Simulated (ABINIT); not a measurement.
# MoS2 (P6_3/mmc) in ABINIT: band structure with TB-mBJ

Aim: the band structure of MoS2 with TB-mBJ.

Everything below comes from runs of ABINIT 10.8.3 (patched build). Logs are shortened: lines on timing, memory, paths and dates and some standing lists are left out, and cuts for length are marked. The log counts tension as positive stress, the text compression.

**The experiment to reproduce.**

From “Multiwavelength excitation Raman Scattering Analysis of bulk and 2 dimensional MoS2: Vibrational properties of atomically thin MoS2 layers”, 2015, arxiv:1506.03228, for a bulk crystal of MoS2 at 300 K: band gap 1.3 eV (indirect).

The runs below are set against these values where they give the same quantity.

### 1 The crystal as given

It takes space group P6_3/mmc (No. 194, hexagonal). The conventional cell has a = 3.169 Å, b = 3.169 Å, c = 12.324 Å, α = 90.00°, β = 90.00°, γ = 120.00°. Mo (site symmetry -6m2) is surrounded by 6 S at 2.41 Å. Around S (site symmetry 3m) lie 3 Mo at 2.41 Å.

### 2 Band structure, TB-mBJ

The input, run.abi:

```
# Datasets: ground state, then fixed potential
ndtset 2

# Pseudopotentials
pp_dirpath "./"
pseudos "Mo.LDA_PW-JTH.xml, S.LDA_PW-JTH.xml"

# Structure
acell 3*1.0 Angstrom
rprim
     3.1690000000     0.0000000000     0.0000000000
    -1.5845000000     2.7444345046     0.0000000000
     0.0000000000     0.0000000000    12.3240000000
ntypat 2
znucl 42 16
natom 6
typat 1 1 2 2 2 2
xred
     0.6666666667     0.3333333333     0.7500000000
     0.3333333333     0.6666666667     0.2500000000
     0.6666666667     0.3333333333     0.3770000000
     0.3333333333     0.6666666667     0.8770000000
     0.6666666667     0.3333333333     0.1230000000
     0.3333333333     0.6666666667     0.6230000000

# Plane-wave basis
ecut 24.0
pawecutdg 46.0

# Exchange and correlation
ixc -208012
usekden 1
pawxcdev 0

# Bands and occupations
occopt 3
tsmear 0.05 eV

# SCF cycle
nstep 100
diemix 0.3
optforces 0
optstress 0

# Output
iomode 3
prtwf 0
prteig 0
prtebands 0
enunit 1
prtden1 1
prtkden1 1
prtvha1 1
prtvclmb1 1
prtpot1 1

# Dataset 1
kptopt1 1
ngkpt1 8 8 3
nshiftk1 1
shiftk1 0.0 0.0 0.0
nband1 32
tolvrs1 1.0e-7

# Dataset 2: bands along G-M-K-G-A-L-H-A
iscf2 -2
getden2 1
getkden2 1
nband2 38
nbdbuf2 4
tolwfr2 1.0e-11
kptopt2 -7
ndivsm2 5
prteig2 1
prtvol2 -3
kptbounds2
     0.0000000000     0.0000000000     0.0000000000
     0.5000000000     0.0000000000     0.0000000000
     0.3333333333     0.3333333333     0.0000000000
     0.0000000000     0.0000000000     0.0000000000
     0.0000000000     0.0000000000     0.5000000000
     0.5000000000     0.0000000000     0.5000000000
     0.3333333333     0.3333333333     0.5000000000
     0.0000000000     0.0000000000     0.5000000000
```

Potentials or basis: JTH PAW LDA v2.0.

On the command line:

```
$ mpirun --bind-to none -np 4 abinit run.abi > log 2>&1
```

run.abo:

```text
.Version 10.8.3 of ABINIT
 DATASET    1 : space group P6_3/m m c (#194); Bravais hP (primitive hexag.)
================================================================================
 Values of the parameters that define the memory need for DATASET  1.
     intxc =       0    ionmov =       0      iscf =       7    lmnmax =      18
     lnmax =       6     mgfft =     108  mpssoang =       3    mqgrid =    7111
     natom =       6  nloc_mem =       2    nspden =       1   nspinor =       1
    nsppol =       1      nsym =      24    n1xccc =       1    ntypat =       2
    occopt =       3   xclevel =       2
       mpw =        4132          nfft =       97200          nkpt =          20
Pmy_natom=         2
 PAW method is used; the additional fine FFT grid is defined by:
   mgfftf=       144    nfftf =    230400
================================================================================
================================================================================

 DATASET    2 : space group P6_3/m m c (#194); Bravais hP (primitive hexag.)
================================================================================
 Values of the parameters that define the memory need for DATASET  2.
     intxc =       0    ionmov =       0      iscf =      -2    lmnmax =      18
     lnmax =       6     mgfft =     108  mpssoang =       3    mqgrid =    7111
     natom =       6  nloc_mem =       2    nspden =       1   nspinor =       1
    nsppol =       1      nsym =      24    n1xccc =       1    ntypat =       2
    occopt =       3   xclevel =       2
       mpw =        4131          nfft =       97200          nkpt =         128
Pmy_natom=         2
 PAW method is used; the additional fine FFT grid is defined by:
   mgfftf=       144    nfftf =    230400
================================================================================
================================================================================

--------------------------------------------------------------------------------
------------- Echo of variables that govern the present computation ------------
--------------------------------------------------------------------------------
 -outvars: echo values of preprocessed input variables --------
            acell      1.8897261259E+00  1.8897261259E+00  1.8897261259E+00 Bohr
              amu      9.59400000E+01  3.20660000E+01
           diemix      3.00000000E-01
             ecut      2.40000000E+01 Hartree
           enunit           1
           getden1          0
           getden2          1
          getkden1          0
          getkden2          1
             iscf1          7
             iscf2         -2
              ixc     -208012
           jdtset        1    2
           kptopt1          1
           kptopt2         -7
         kptrlatt        8    0    0      0    8    0      0    0    3
          kptrlen1     4.79083367E+01
          kptrlen2     3.00000000E+01
            natom           6
            nband1         32
            nband2         38
           nbdbuf1          0
           nbdbuf2          4
           ndtset           2
           ndivsm1          0
           ndivsm2          5
            ngfft          30      30     108
          ngfftdg          40      40     144
             nkpt1         20
             nkpt2        128
            nstep         100
             nsym          24
           ntypat           2
           occopt           3
        optforces           0
        optstress           0
        pawecutdg      4.60000000E+01 Hartree
         pawxcdev           0
        prtebands           0
           prteig1          0
           prteig2          1
          prtkden           1
           prtpot1          1
           prtpot2          0
         prtvclmb1          1
         prtvclmb2          0
           prtvha1          1
           prtvha2          0
           prtvol1          0
           prtvol2         -3
            prtwf           0
            rprim      3.1690000000E+00  0.0000000000E+00  0.0000000000E+00
                      -1.5845000000E+00  2.7444345046E+00  0.0000000000E+00
[... 1956 lines left out ...]
)     Maximum=    5.0904E-01  at reduced coord.    0.7000    0.3750    0.7569
)     Minimum=    1.0480E-03  at reduced coord.    0.0000    0.0000    0.0000
   Integrated=    3.7082E+01
--------------------------------------------------------------------------------

--- !ResultsGS
iteration_state: {dtset: 2, }
comment   : Summary of ground state results
lattice_vectors:
- [  5.9885421,   0.0000000,   0.0000000, ]
- [ -2.9942710,   5.1862296,   0.0000000, ]
- [  0.0000000,   0.0000000,  23.2889848, ]
lattice_lengths: [   5.98854,    5.98854,   23.28898, ]
lattice_angles: [ 90.000,  90.000, 120.000, ] # degrees, (23, 13, 12)
lattice_volume:   7.2330822E+02
convergence: {deltae:  0.000E+00, res2:  0.000E+00, residm:  9.997E-12, diffor:  0.000E+00, }
etotal    :  -1.49724074E+02
entropy   :   0.00000000E+00
fermie    :   3.25762041E-01
cartesian_stress_tensor: null
pressure_GPa: null
xred      :
- [  6.6667E-01,   3.3333E-01,   7.5000E-01, Mo]
- [  3.3333E-01,   6.6667E-01,   2.5000E-01, Mo]
- [  6.6667E-01,   3.3333E-01,   3.7700E-01,  S]
- [  3.3333E-01,   6.6667E-01,   8.7700E-01,  S]
- [  6.6667E-01,   3.3333E-01,   1.2300E-01,  S]
- [  3.3333E-01,   6.6667E-01,   6.2300E-01,  S]
cartesian_forces: null
force_length_stats: {min: null, max: null, mean: null, }
...

 Integrated electronic density in atomic spheres:
 ------------------------------------------------
 Atom  Sphere_radius  Integrated_density
    1        2.20740         11.30324445
    2        2.20740         11.30324445
    3        1.90380          3.59632540
    4        1.90380          3.59632540
    5        1.90380          3.59632540
    6        1.90380          3.59632540

================================================================================

 ----iterations are completed or convergence reached----

 Mean square residual over all n,k,spin=   53.921E-13; max=  99.968E-13
 reduced coordinates (array xred) for    6 atoms
       0.666666666667      0.333333333333      0.750000000000
       0.333333333333      0.666666666667      0.250000000000
       0.666666666667      0.333333333333      0.377000000000
       0.333333333333      0.666666666667      0.877000000000
       0.666666666667      0.333333333333      0.123000000000
       0.333333333333      0.666666666667      0.623000000000

 cartesian coordinates (angstrom) at end:
    1      1.58450000000000     0.91481150153333     9.24300000000000
    2     -0.00000000000000     1.82962300306667     3.08100000000000
    3      1.58450000000000     0.91481150153333     4.64614800000000
    4     -0.00000000000000     1.82962300306667    10.80814800000000
    5      1.58450000000000     0.91481150153333     1.51585200000000
    6     -0.00000000000000     1.82962300306667     7.67785200000000
 length scales=  1.889726125908  1.889726125908  1.889726125908 bohr
              =  1.000000000000  1.000000000000  1.000000000000 angstroms
 Eigenvalues (   eV  ) for nkpt= 128  k points:
 kpt#   1, nband= 38, wtk=  1.00000, kpt=  0.0000  0.0000  0.0000 (reduced coord)
 -53.26204  -53.26204  -27.30327  -27.30318  -27.12839  -27.12839  -27.12838  -27.12838
  -6.66787   -6.41706   -5.45702   -5.05230    1.71408    2.70153    4.99159    5.10383
   5.10383    5.11784    5.11784    6.11365    6.11365    6.15858    6.15858    7.11058
   7.30452    8.32041   10.60539   10.60539   10.63992   10.63992   10.71629   10.71629
  10.88858   10.88858   14.56849   14.64606   16.79798   17.34362
 kpt#   2, nband= 38, wtk=  1.00000, kpt=  0.0227  0.0000  0.0000 (reduced coord)
 -53.26184  -53.26184  -27.30287  -27.30278  -27.13040  -27.13039  -27.12886  -27.12884
  -6.66014   -6.40948   -5.45380   -5.04979    1.72286    2.71007    4.97067    5.08662
   5.10109    5.11170    5.12610    6.07872    6.10077    6.14589    6.17043    7.12879
   7.30498    8.30628   10.59670   10.61779   10.62846   10.65527   10.70619   10.70714
  10.86352   10.88020   14.60665   14.68262   16.80519   17.32819
 kpt#   3, nband= 38, wtk=  1.00000, kpt=  0.0455  0.0000  0.0000 (reduced coord)
 -53.26125  -53.26125  -27.30166  -27.30156  -27.13637  -27.13634  -27.13021  -27.13019
  -6.63691   -6.38671   -5.44356   -5.04205    1.74895    2.73541    4.91161    5.03603
   5.05196    5.13523    5.15077    5.98345    6.06291    6.10902    6.20217    7.17287
   7.30602    8.26381   10.57430   10.59676   10.65469   10.67666   10.68074   10.70008
[... 737 lines left out ...]
   8.03372    8.03372   10.57906   10.57906   10.65163   10.65163   10.74879   10.74879
  10.78993   10.78993   14.75209   14.75209   17.13542   17.13987
 kpt# 127, nband= 38, wtk=  1.00000, kpt=  0.0128  0.0128  0.5000 (reduced coord)
 -53.26185  -53.26185  -27.30284  -27.30284  -27.13031  -27.13031  -27.12884  -27.12884
  -6.55260   -6.55260   -5.23672   -5.23672    2.13800    2.13800    5.09434    5.09434
   5.11838    5.11838    5.81176    5.81176    6.12377    6.12377    6.18977    6.18977
   8.05787    8.05787   10.60214   10.60214   10.62162   10.62162   10.79686   10.79686
  10.80736   10.80736   14.64761   14.64761   17.03777   17.03872
 kpt# 128, nband= 38, wtk=  1.00000, kpt=  0.0000  0.0000  0.5000 (reduced coord)
 -53.26204  -53.26204  -27.30323  -27.30323  -27.12840  -27.12840  -27.12840  -27.12840
  -6.55987   -6.55987   -5.23974   -5.23974    2.13014    2.13014    5.11067    5.11067
   5.11067    5.11067    5.87589    5.87589    6.13596    6.13596    6.13596    6.13596
   8.06569    8.06569   10.61030   10.61030   10.61030   10.61030   10.81417   10.81417
  10.81417   10.81417   14.61204   14.61204   17.00439   17.04251

== END DATASET(S) ==============================================================
================================================================================

 -outvars: echo values of variables after computation  --------
            acell      1.8897261259E+00  1.8897261259E+00  1.8897261259E+00 Bohr
           etotal1    -1.4972407394E+02
            fcart1     9.9999999999E+99  9.9999999999E+99  9.9999999999E+99
                       9.9999999999E+99  9.9999999999E+99  9.9999999999E+99
                       9.9999999999E+99  9.9999999999E+99  9.9999999999E+99
                       9.9999999999E+99  9.9999999999E+99  9.9999999999E+99
                       9.9999999999E+99  9.9999999999E+99  9.9999999999E+99
                       9.9999999999E+99  9.9999999999E+99  9.9999999999E+99
            rprim      3.1690000000E+00  0.0000000000E+00  0.0000000000E+00
                      -1.5845000000E+00  2.7444345046E+00  0.0000000000E+00
                       0.0000000000E+00  0.0000000000E+00  1.2324000000E+01
           strten1     9.9999999999E+99  9.9999999999E+99  9.9999999999E+99
                       9.9999999999E+99  9.9999999999E+99  9.9999999999E+99
           xangst      1.5845000000E+00  9.1481150153E-01  9.2430000000E+00
                      -1.8798140419E-17  1.8296230031E+00  3.0810000000E+00
                       1.5845000000E+00  9.1481150153E-01  4.6461480000E+00
                      -1.8798140419E-17  1.8296230031E+00  1.0808148000E+01
                       1.5845000000E+00  9.1481150153E-01  1.5158520000E+00
                      -1.8798140419E-17  1.8296230031E+00  7.6778520000E+00
             xred      6.6666666667E-01  3.3333333333E-01  7.5000000000E-01
                       3.3333333333E-01  6.6666666667E-01  2.5000000000E-01
                       6.6666666667E-01  3.3333333333E-01  3.7700000000E-01
                       3.3333333333E-01  6.6666666667E-01  8.7700000000E-01
                       6.6666666667E-01  3.3333333333E-01  1.2300000000E-01
                       3.3333333333E-01  6.6666666667E-01  6.2300000000E-01
 Calculation completed.
```

It took 11 min on 4 MPI ranks of Arm Neoverse V1, shared host; peak memory 1.1 GiB.

What came out:

* Band gap on the k mesh: 1.22 eV, indirect (least direct gap 1.95 eV)
* Band gap along the path: 1.12 eV, indirect (least direct gap 1.68 eV)
* Valence electrons inside the program's atomic spheres: Mo 11.30; S 3.60

Levels at the corners of the path, in eV from the valence-band top:
| point | band 24 | band 25 | band 26 | band 27 | band 28 | band 29 |
| --- | --- | --- | --- | --- | --- | --- |
| Γ | -1.21 | -1.02 | 0.00 | 2.29 | 2.29 | 2.32 |
| M | -1.50 | -1.20 | -1.12 | 1.70 | 1.75 | 2.17 |
| K | -2.73 | -0.60 | -0.48 | 1.20 | 1.20 | 2.16 |
| Γ | -1.21 | -1.02 | 0.00 | 2.29 | 2.29 | 2.32 |
| A | -2.18 | -0.25 | -0.25 | 2.29 | 2.29 | 2.29 |
| L | -1.60 | -1.15 | -1.15 | 1.72 | 1.72 | 2.29 |
| H | -2.91 | -0.55 | -0.55 | 1.20 | 1.20 | 2.56 |
| A | -2.18 | -0.25 | -0.25 | 2.29 | 2.29 | 2.29 |

Caveat: the constant c of TB-mBJ comes from the pseudo density here, which moves gaps by up to 0.3 eV between sets of potentials; the PAW data sets were made with another functional, which shifts forces and pressure a little; the mesh misses the band edges, which the band path finds closer together.

### 3 Against experiment

Step 2. Against the measured gap of MoS2, 1.3 eV (indirect; 300 K; “Multiwavelength excitation Raman Scattering Analysis of bulk and 2 dimensional MoS2: Vibrational properties of atomically thin MoS2 layers”, 2015, arxiv:1506.03228), the calculated 1.12 eV is off by -0.18 eV. Spin-orbit coupling on Mo is left out. The value is that of TB-mBJ, without temperature or zero-point motion.
